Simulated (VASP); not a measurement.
# ZnS (Wurtzite-2H) (P6_3mc) in VASP: notebook, part 2 of 3

VASP 6.6.1. The steps go on from the part before.

## 3. Relaxation of cell and atoms, PBE+D3(BJ)

Contents of INCAR:

```
  ALGO = Normal
  EDIFF = 1E-6
  EDIFFG = -0.01
  ENCUT = 600
  GGA = PE
  IBRION = 2
  ISIF = 3
  ISMEAR = -1
  IVDW = 12
  LASPH = True
  LCHARG = False
  LREAL = False
  LWAVE = False
  NELM = 60
  NSW = 60
  PREC = Accurate
  SIGMA = 0.05
```

Contents of KPOINTS:

```
k-points
0
Gamma
  8 8 5
```

Contents of POSCAR:

```
ZnS
1.0
    3.8110000000      0.0000000000      0.0000000000
   -1.9055000000      3.3004228138      0.0000000000
    0.0000000000      0.0000000000      6.2340000000
Zn S
2 2
Direct
    0.6666666667      0.3333333333      0.5000000000
    0.3333333333      0.6666666667      0.0000000000
    0.6666666667      0.3333333333      0.8850000000
    0.3333333333      0.6666666667      0.3850000000
```

Potentials or basis: VASP PAW PBE potentials, release 64 (Zn, S).

The run is started by

```bash
cat potpaw_PBE.64/Zn/POTCAR potpaw_PBE.64/S/POTCAR > POTCAR
mpirun -np 1 vasp_std > vasp.out
```

OUTCAR:

```text
EDIFF = 1E-6
   EDIFFG = -0.01
   ENCUT = 600
   GGA = PE
   IBRION = 2
   ISIF = 3
   ISMEAR = -1
   IVDW = 12
   LASPH = True
   LREAL = False
   NELM = 60
   NSW = 60
   PREC = Accurate
 IVDW          = 12

 ion  position               nearest neighbor table
   1  0.667  0.333  0.500-   4 2.31   4 2.31   4 2.31   3 2.40
   2  0.333  0.667  0.000-   3 2.31   3 2.31   3 2.31   4 2.40
   3  0.667  0.333  0.885-   2 2.31   2 2.31   2 2.31   1 2.40
   4  0.333  0.667  0.385-   1 2.31   1 2.31   1 2.31   2 2.40

  LATTYP: Found a hexagonal cell.
 ALAT       =     3.8110000000
 C/A-ratio  =     1.6357911309

  Lattice vectors:

 A1 = (   3.8110000000,   0.0000000000,   0.0000000000)
 A2 = (  -1.9055000000,   3.3004228138,   0.0000000000)
 A3 = (   0.0000000000,   0.0000000000,   6.2340000000)

Analysis of symmetry for initial positions (statically):
=====================================================================
 Subroutine PRICEL returns:
 Original cell was already a primitive cell.

 Routine SETGRP: Setting up the symmetry group for a
 hexagonal supercell.

 Subroutine GETGRP returns: Found 12 space group operations
 (whereof  6 operations were pure point group operations)
 out of a pool of 24 trial point group operations.

The static configuration has the point symmetry C_3v.
 The point group associated with its full space group is C_6v.

Analysis of symmetry for dynamics (positions and initial velocities):
=====================================================================
 Subroutine PRICEL returns:
 Original cell was already a primitive cell.

 Routine SETGRP: Setting up the symmetry group for a
 hexagonal supercell.

 Subroutine GETGRP returns: Found 12 space group operations
 (whereof  6 operations were pure point group operations)
 out of a pool of 24 trial point group operations.

The dynamic configuration has the point symmetry C_3v.
 The point group associated with its full space group is C_6v.

 Subroutine INISYM returns: Found 12 space group operations
 (whereof  6 operations are pure point group operations),
 and found     1 'primitive' translations

----------------------------------------------------------------------------------------

[... 116 lines left out ...]
     AMIX_MAG =   1.60;   BMIX_MAG =  1.00
  volume/ion in A,a.u.               =      19.60       132.29
  Fermi-wavevector in a.u.,A,eV,Ry     =   1.262943  2.386617 21.701647  1.595026
  Thomas-Fermi vector in A             =   2.396326
   LORBIT       =      0    0 simple, 1 ext, 2 COOP (PROOUT), +10 PAW based schemes
   GGA     = PE    functional components
   LHFCALC =     F    Hartree Fock is set to
   AEXX    =    0.0000 exact exchange contribution
   IVDW    =    12    specifies the selected vdW correction
   LEPSILON=     F    determine dielectric tensor
   LRPA    =     F    only Hartree local field effects (RPA)
 conjugate gradient relaxation of ions
 non-spin polarized calculation
  energy-cutoff  :      600.00
  volume of cell :       78.41
 maximum number of plane-waves:      2643
   NGX = 15   NGY = 15   NGZ = 25

--------------------------------------- Ionic step        1  -------------------------------------------

 number of electron      36.0000045 magnetization

 Free energy of the ion-electron system (eV)
  ---------------------------------------------------
  ext. energy  EPLUGINS =         0.00000000
  ---------------------------------------------------
  free energy    TOTEN  =       -13.65396175 eV

  energy without entropy =      -13.65396175  energy(sigma->0) =      -13.65396175

------------------------ aborting loop because EDIFF is reached ----------------------------------------

 Edisp (eV)   -1.23898

 E8    (eV) :    -0.4869
[... 111 lines left out ...]
  FREE ENERGIE OF THE ION-ELECTRON SYSTEM (eV)
  ---------------------------------------------------
  free  energy   TOTEN  =       -14.9099655507 eV

  energy  without entropy=      -14.9099655507  energy(sigma->0) =      -14.90996555

[... ionic steps 4 to 7 ...]

--------------------------------------- Ionic step        8  -------------------------------------------

 number of electron      36.0000002 magnetization

------------------------ aborting loop because EDIFF is reached ----------------------------------------
[... 79 lines left out ...]
--------------------------------------- Ionic step       10  -------------------------------------------

 number of electron      36.0000002 magnetization

 Free energy of the ion-electron system (eV)
  ---------------------------------------------------
  ext. energy  EPLUGINS =         0.00000000
  ---------------------------------------------------
  free energy    TOTEN  =       -13.66831238 eV

  energy without entropy =      -13.66831238  energy(sigma->0) =      -13.66831238

 E-fermi :   3.2379     XC(G=0):  -9.6817

 val. band max:        2.2431464870   @ k =   0.0000   0.0000   0.0000
 cond. band min:       4.4780316564   @ k =   0.0000   0.0000   0.0000
 fundamental gap:      2.2348851694
 Fermi energy:         3.2379045929

 k-point     1 :       0.0000    0.0000    0.0000
  band No.  band energies     occupation
      1     -11.0119      2.00000
      2     -10.0612      2.00000
      3      -4.1567      2.00000
      4      -4.1394      2.00000
      5      -4.1394      2.00000
      6      -4.0550      2.00000
[... 589 lines left out ...]
     21       7.5618      0.00000
     22       8.0177      0.00000

 [... further k-points ...]

------------------------ aborting loop because EDIFF is reached ----------------------------------------

 Edisp (eV)   -1.24753

 E8    (eV) :    -0.4905
[... 27 lines left out ...]
  FREE ENERGIE OF THE ION-ELECTRON SYSTEM (eV)
  ---------------------------------------------------
  free  energy   TOTEN  =       -14.9158416854 eV

  energy  without entropy=      -14.9158416854  energy(sigma->0) =      -14.91584169

 reached required accuracy - stopping structural energy minimisation
```

CONTCAR:

```text
ZnS
   1.00000000000000
     3.7980758060956119    0.0000000000000000    0.0000000000000000
    -1.8990379030478060    3.2892301335555949   -0.0000000000000000
     0.0000000000000000    0.0000000000000000    6.2397135651911384
  Zn              S
     2     2
Direct
     0.6666666667000030    0.3333333332999970    0.5055666263129732
     0.3333333332999970    0.6666666667000030    0.0055666263129734
     0.6666666667000030    0.3333333332999970    0.8794333736870248
     0.3333333332999970    0.6666666667000030    0.3794333736870246

  0.00000000E+00  0.00000000E+00  0.00000000E+00
  0.00000000E+00  0.00000000E+00  0.00000000E+00
  0.00000000E+00  0.00000000E+00  0.00000000E+00
  0.00000000E+00  0.00000000E+00  0.00000000E+00
```

It took 4.4 min on 1 thread of Intel Xeon Platinum 8488C (Sapphire Rapids), shared host; peak memory 0.24 GiB.

What came out:

```yaml
Free_energy: -14.9158 eV
Relaxed_volume: 19.49 Å³/atom
Relaxed_cell: a = 3.798 Å, b = 3.798 Å, c = 6.240 Å, α = 90.00°, β = 90.00°, γ = 120.00°
Space_group_after_relaxing_to_0.05_Å: P6_3mc (No. 186)
Energy_gained_by_relaxing: 5.7 meV/atom
Ionic_steps: 10
Pressure_after_relaxing: 0.0 GPa
Band_gap_on_the_k_mesh: 2.23 eV, direct
Dispersion_energy_per_atom: -0.312 eV
```

The path:
```csv
step,energy change (eV),largest force (eV/Å),pressure (GPa),volume (Å³)
1,0.0000,0.3257,-0.28,78.41
2,-0.0168,0.1049,-0.05,78.01
3,-0.0170,0.0706,0.01,77.96
4,-0.0202,0.0443,-0.06,77.92
5,-0.0223,0.0402,0.10,77.79
6,-0.0228,0.0132,0.10,77.84
7,-0.0228,0.0104,-0.03,78.04
8,-0.0229,0.0017,0.07,77.93
9,-0.0229,0.0036,-0.07,77.97
10,-0.0229,0.0008,-0.01,77.95
```

Final structure:
```
CELL_PARAMETERS angstrom
3.79808 0.00000 0.00000
-1.89904 3.28923 0.00000
0.00000 0.00000 6.23971
ATOMIC_POSITIONS crystal
Zn 0.66667 0.33333 0.50557
Zn 0.33333 0.66667 0.00557
S 0.66667 0.33333 0.87943
S 0.33333 0.66667 0.37943
```

Levels at points of the mesh, in eV from the valence-band top:
| k point | band 14 | band 15 | band 16 | band 17 | band 18 | band 19 | band 20 | band 21 | band 22 |
| --- | --- | --- | --- | --- | --- | --- | --- | --- | --- |
| (0.00, 0.00, 0.00) | -0.90 | -0.90 | -0.09 | 0.00 | 0.00 | 2.23 | 3.13 | 6.31 | 6.31 |
| (0.50, 0.00, 0.00) | -4.15 | -3.32 | -2.26 | -1.72 | -0.90 | 3.66 | 4.27 | 5.10 | 6.90 |

Expect the measured gap to be larger: semilocal functionals such as PBE lack the derivative discontinuity.

## 4. Relaxation of cell and atoms, PBE+D4

Contents of INCAR:

```
  PREC = Accurate
  ENCUT = 600
  EDIFF = 1E-6
  ISMEAR = -1
  SIGMA = 0.05
  LREAL = F
  LASPH = T
  NELM = 60
  ALGO = Fast
  ISIF = 3
  LWAVE = F
  LCHARG = F
  GGA = PE
  IVDW = 13
  IBRION = 2
  NSW = 40
  EDIFFG = -0.01
```

Contents of KPOINTS:

```
regular mesh
0
Gamma
  8 8 5
```

POSCAR is that of step 3.

Potentials or basis: VASP PAW PBE potentials, release 64 (Zn, S).

The run is started by

```bash
cat potpaw_PBE.64/Zn/POTCAR potpaw_PBE.64/S/POTCAR > POTCAR
mpirun -np 1 vasp_std > vasp.out
```

OUTCAR:

```text
PREC = Accurate
   ENCUT = 600
   EDIFF = 1E-6
   ISMEAR = -1
   LREAL = F
   LASPH = T
   NELM = 60
   ISIF = 3
   GGA = PE
   IVDW = 13
   IBRION = 2
   NSW = 40
   EDIFFG = -0.01

 ion  position               nearest neighbor table
   1  0.667  0.333  0.500-   4 2.31   4 2.31   4 2.31   3 2.40
   2  0.333  0.667  0.000-   3 2.31   3 2.31   3 2.31   4 2.40
   3  0.667  0.333  0.885-   2 2.31   2 2.31   2 2.31   1 2.40
   4  0.333  0.667  0.385-   1 2.31   1 2.31   1 2.31   2 2.40

  LATTYP: Found a hexagonal cell.
 ALAT       =     3.8110000000
 C/A-ratio  =     1.6357911309

  Lattice vectors:

 A1 = (   3.8110000000,   0.0000000000,   0.0000000000)
 A2 = (  -1.9055000000,   3.3004228138,   0.0000000000)
 A3 = (   0.0000000000,   0.0000000000,   6.2340000000)

Analysis of symmetry for initial positions (statically):
=====================================================================
 Subroutine PRICEL returns:
[... 185 lines left out ...]
  Edisp (eV):   -1.22967
[... 285 lines left out ...]
--------------------------------------- Ionic step        8  -------------------------------------------

 number of electron      36.0000003 magnetization

 Free energy of the ion-electron system (eV)
  ---------------------------------------------------
  ext. energy  EPLUGINS =         0.00000000
  ---------------------------------------------------
  free energy    TOTEN  =       -13.67029192 eV

  energy without entropy =      -13.67029192  energy(sigma->0) =      -13.67029192

 E-fermi :   3.2248     XC(G=0):  -9.6746

 val. band max:        2.2285177096   @ k =   0.0000   0.0000   0.0000
 cond. band min:       4.4573187466   @ k =   0.0000   0.0000   0.0000
 fundamental gap:      2.2288010370
 Fermi energy:         3.2247576781

 k-point     1 :       0.0000    0.0000    0.0000
  band No.  band energies     occupation
      1     -11.0153      2.00000
      2     -10.0679      2.00000
      3      -4.1644      2.00000
      4      -4.1488      2.00000
      5      -4.1488      2.00000
      6      -4.0649      2.00000
[... 589 lines left out ...]
     21       7.5468      0.00000
     22       8.0009      0.00000

 [... further k-points ...]

------------------------ aborting loop because EDIFF is reached ----------------------------------------

  DFT-D4 for vdW energy calculation

  Edisp (eV):   -1.23594
[... 27 lines left out ...]
  FREE ENERGIE OF THE ION-ELECTRON SYSTEM (eV)
  ---------------------------------------------------
  free  energy   TOTEN  =       -14.9062367320 eV

  energy  without entropy=      -14.9062367319  energy(sigma->0) =      -14.90623673

 reached required accuracy - stopping structural energy minimisation
```

Run time: 4.4 min. Hardware: 1 thread of Intel Xeon Platinum 8488C (Sapphire Rapids), shared host; peak memory 0.23 GiB.

What came out:

```
Free energy                            : -14.9062 eV
Relaxed volume                         : 19.52 Å³/atom
Relaxed cell                           : a = 3.800 Å, b = 3.800 Å, c = 6.243 Å, α = 90.00°, β = 90.00°, γ = 120.00°
Space group after relaxing (to 0.05 Å) : P6_3mc (No. 186)
Energy gained by relaxing              : 5.6 meV/atom
Ionic steps                            : 8
Pressure after relaxing                : 0.0 GPa
Largest force after relaxing           : 0.009 eV/Å
Band gap on the k mesh                 : 2.23 eV, direct
Dispersion energy per atom             : -0.309 eV
```

Forces on the atoms (eV/Å):
```
Zn   0.000  0.000  0.009
Zn   0.000  0.000  0.009
S    0.000  0.000 -0.009
S    0.000  0.000 -0.009
```

The path:
```csv
step,energy change (eV),largest force (eV/Å),pressure (GPa),volume (Å³)
1,0.0000,0.3261,-0.50,78.41
2,-0.0162,0.1064,0.30,77.72
3,-0.0163,0.0820,0.31,77.66
4,-0.0198,0.0384,0.09,77.98
5,-0.0214,0.0199,-0.34,78.41
6,-0.0225,0.0137,-0.05,77.98
7,-0.0226,0.0106,0.00,78.05
8,-0.0226,0.0085,0.02,78.07
```

Final structure:
```
Zn S
1.0
     3.79996    0.00000    0.00000
    -1.89998    3.29086    0.00000
     0.00000    0.00000    6.24283
Zn S
2 2
Direct
  0.66667 0.33333 0.50548
  0.33333 0.66667 0.00548
  0.66667 0.33333 0.87952
  0.33333 0.66667 0.37952
```

## 5. Relaxation of cell and atoms, PBE+rVV10

Contents of INCAR:

```
ALGO = Fast ; BPARAM = 10.0
CPARAM = 0.0093 ; EDIFF = 1E-7
EDIFFG = -0.01 ; ENCUT = 600
GGA = PE ; IBRION = 2
ISIF = 3 ; ISMEAR = -1
IVDW_NL = 2 ; LASPH = True
LCHARG = False ; LREAL = False
LUSE_VDW = True ; LWAVE = False
NELM = 100 ; NSW = 60
PREC = Accurate ; SIGMA = 0.05
```

Contents of KPOINTS:

```
k-points
0
Gamma
  8 8 5
```

POSCAR is that of step 4.

The run is started by

```bash
cat potpaw_PBE.64/Zn/POTCAR potpaw_PBE.64/S/POTCAR > POTCAR
mpirun -np 1 vasp_std > vasp.out
```

Wall time 14 min (1 thread of Intel Xeon Platinum 8488C (Sapphire Rapids), shared host); peak memory 0.41 GiB.

It converged, with:

```
Free energy                            : -12.3722 eV
Relaxed volume                         : 19.92 Å³/atom
Relaxed cell                           : a = 3.827 Å, b = 3.827 Å, c = 6.282 Å, α = 90.00°, β = 90.00°, γ = 120.00°
Space group after relaxing (to 0.05 Å) : P6_3mc (No. 186)
Energy gained by relaxing              : 6.7 meV/atom
Ionic steps                            : 9
Pressure after relaxing                : 0.0 GPa
Band gap on the k mesh                 : 2.07 eV, direct
```

Forces on the atoms (eV/Å):
```
Zn   0.000  0.000  0.002
Zn   0.000  0.000  0.002
S    0.000  0.000 -0.002
S    0.000  0.000 -0.002
```

Step by step:
```csv
step,energy change (eV),largest force (eV/Å),pressure (GPa),volume (Å³)
1,0.0000,0.3259,1.39,78.41
2,-0.0203,0.0942,-0.55,80.35
3,-0.0204,0.1138,-0.40,80.18
4,-0.0238,0.0556,-0.06,79.80
5,-0.0249,0.0046,0.21,79.49
6,-0.0267,0.0132,0.04,79.66
7,-0.0268,0.0161,0.00,79.72
8,-0.0268,0.0164,-0.03,79.71
9,-0.0269,0.0021,-0.01,79.68
```

Final structure:
```
Zn S
1.0
     3.82698    0.00000    0.00000
    -1.91349    3.31426    0.00000
     0.00000    0.00000    6.28222
Zn S
2 2
Direct
  0.66667 0.33333 0.50538
  0.33333 0.66667 0.00538
  0.66667 0.33333 0.87962
  0.33333 0.66667 0.37962
```

Levels at points of the mesh, in eV from the valence-band top:
| k point | band 15 | band 16 | band 17 | band 18 | band 19 | band 20 | band 21 | band 22 |
| --- | --- | --- | --- | --- | --- | --- | --- | --- |
| (0.00, 0.00, 0.00) | -0.88 | -0.08 | 0.00 | 0.00 | 2.07 | 3.04 | 6.29 | 6.29 |
| (0.50, 0.00, 0.00) | -3.23 | -2.20 | -1.67 | -0.87 | 3.61 | 4.17 | 5.04 | 6.88 |

[end of part 2 of 3]
